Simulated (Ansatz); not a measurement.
# Te: response to strain

Aim: deform Te (zz strain of -2 %) and compute stress, forces and field gradients with LAPW, PAW and all-electron datasets made for the crystal.

Computed with Ansatz 0.2.0 (DFT LDA, scalar-relativistic, unless a step's input says otherwise).

## 1. Starting point

It takes space group P3_121 (No. 152, trigonal). Conventional cell: a = 4.458 Å, b = 4.458 Å, c = 5.925 Å, α = 90.00°, β = 90.00°, γ = 120.00°. Around Te (site symmetry 2) lie 2 Te at 2.79 Å.

Structure file:

```
Te
1.0
     4.45800    0.00000    0.00000
    -2.22900    3.86074    0.00000
     0.00000    0.00000    5.92500
Te
3
Direct
  0.74500 0.00000 0.33333
  0.00000 0.74500 0.66667
  0.25500 0.25500 0.00000
```

Atoms are numbered in the order of the input: Te1, Te2, Te3.

## 2. The deformed structure

Space group P3_121 before, P3_121 after.

## 3. Full-potential LAPW

The input, input.yaml:

```yaml
crystal:
  lattice:
    - [4.4579994587, 0.0, 0.0]
    - [-2.2289997294, 3.8607407813, 0.0]
    - [0.0, 0.0, 5.8065]
  atoms:
    - { symbol: Te, position: [0.745, 0.0, 0.3333333333] }
    - { symbol: Te, position: [0.0, 0.745, 0.6666666667] }
    - { symbol: Te, position: [0.255, 0.255, 0.0] }
kpoints:
  mp_grid: { grid: [9, 9, 6] }
  band_path:
    path:
      - [0.0, 0.0, 0.0]
      - [0.5, 0.0, 0.0]
      - [0.3333333333, 0.3333333333, 0.0]
      - [0.0, 0.0, 0.0]
      - [0.0, 0.0, 0.5]
      - [0.5, 0.0, 0.5]
      - [0.3333333333, 0.3333333333, 0.5]
      - [0.0, 0.0, 0.5]
      - [0.5, 0.0, 0.5]
    npoints: 5
scf:
  occupations: { method: fermi_dirac, width: 0.08 }
hamiltonian:
  xc: lda
  pseudopotentials: { kind: all_electron, lapw: { basis_error: 0.0005 } }
output:
  forces: true
  stress: true
  eigenvalues: true
```

On the command line:

```sh
> ansatz run input.yaml --threads 1 --pin off --max-ram 4096MiB --backend cpu --events-out ev --progress --plain --runs-dir out
```

## 4. PAW with frozen cores

The input, input.yaml:

```yaml
crystal:
  lattice:
    - [4.4579994587, 0.0, 0.0]
    - [-2.2289997294, 3.8607407813, 0.0]
    - [0.0, 0.0, 5.8065]
  atoms:
    - { symbol: Te, position: [0.745, 0.0, 0.3333333333] }
    - { symbol: Te, position: [0.0, 0.745, 0.6666666667] }
    - { symbol: Te, position: [0.255, 0.255, 0.0] }
kpoints:
  mp_grid: { grid: [9, 9, 6] }
scf:
  occupations: { method: fermi_dirac, width: 0.08 }
hamiltonian:
  xc: lda
  pseudopotentials: { kind: paw }
output:
  forces: true
  stress: true
  eigenvalues: true
  efg: { contact_densities: true }
  write_density: true
  write_potential: true
  elf: true
  volumetric_format: npy
```

## 5. All-electron PAW on datasets made for the crystal

Changes to input.yaml since step 4:

```diff
@@ -15,3 +15,3 @@
   xc: lda
-  pseudopotentials: { kind: paw }
+  pseudopotentials: { kind: all_electron, datasets: crystal }
 output:
@@ -21,5 +21 @@
   efg: { contact_densities: true }
-  write_density: true
-  write_potential: true
-  elf: true
-  volumetric_format: npy
```

(Steps that only read results are left out.)

Q: Predict the outcome of this session. Wanted: pressure; largest shear or deviatoric stress.

**Answer**, as computed:

| quantity | value |
| --- | --- |
| pressure | LAPW 1.14, PAW 1.12, crystal datasets 1.14 GPa |
| largest shear or deviatoric stress (LAPW) | 1.16 GPa |

The largest part of the stress beyond the pressure is 1.16 GPa in size, in the zz component; the atoms are carried along and not relaxed. No run of the undeformed cell stands beside it, so pressure and stress hold what the given cell had before the change, as far as its symmetry allows. PAW: stress within 0.03 GPa of LAPW, forces within 1 meV/Å. Crystal datasets: stress within 0.01 GPa of LAPW, forces within 1 meV/Å. Spin-orbit coupling is left out, though the cell holds Te; in elements this heavy it can shift bands and gaps by tenths of an eV.
